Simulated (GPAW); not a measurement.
Runs of GPAW 26.7.0 on WS2 (Tungstenite). The structure is hexagonal, space group P6_3/mmc (No. 194). The conventional cell has a = 3.159 Å, b = 3.159 Å, c = 12.416 Å, α = 90.00°, β = 90.00°, γ = 120.00°. W (site symmetry -6m2) has 6 S at 2.39 Å as nearest neighbours. S (site symmetry 3m) has 3 W at 2.39 Å as nearest neighbours. 

| cell | gap on the mesh (eV) |
| --- | --- |
| P6_3/mmc, 17.88 Å³/atom | 1.09 |
| P6_3/mmc, 17.52 Å³/atom | 1.08 |
| P6_3/mmc, 19.34 Å³/atom | (a) |
| P6_3/mmc, 18.24 Å³/atom | 1.11 |

Alike in all rows: task dielectric tensor; level LDA; potentials or basis the program's PAW data sets (release 1.2.1) made for this functional, pw; no spin polarisation; k mesh 8 × 8 × 2; cutoff (eV) 400; smearing fermi-dirac 0.001 eV.

Task: Estimate the missing entries.

Result: (a) 1.14.

Caveats: the long-wavelength limit can be off by several per cent where d states take part; spin-orbit coupling is left out, which moves the levels of the heavy elements; an odd mesh through Γ misses points on the zone boundary, where band edges often lie.

A k mesh can miss the band edges, and the runs leave out spin-orbit coupling on W.

Runs at the PBE level aren't shown here.
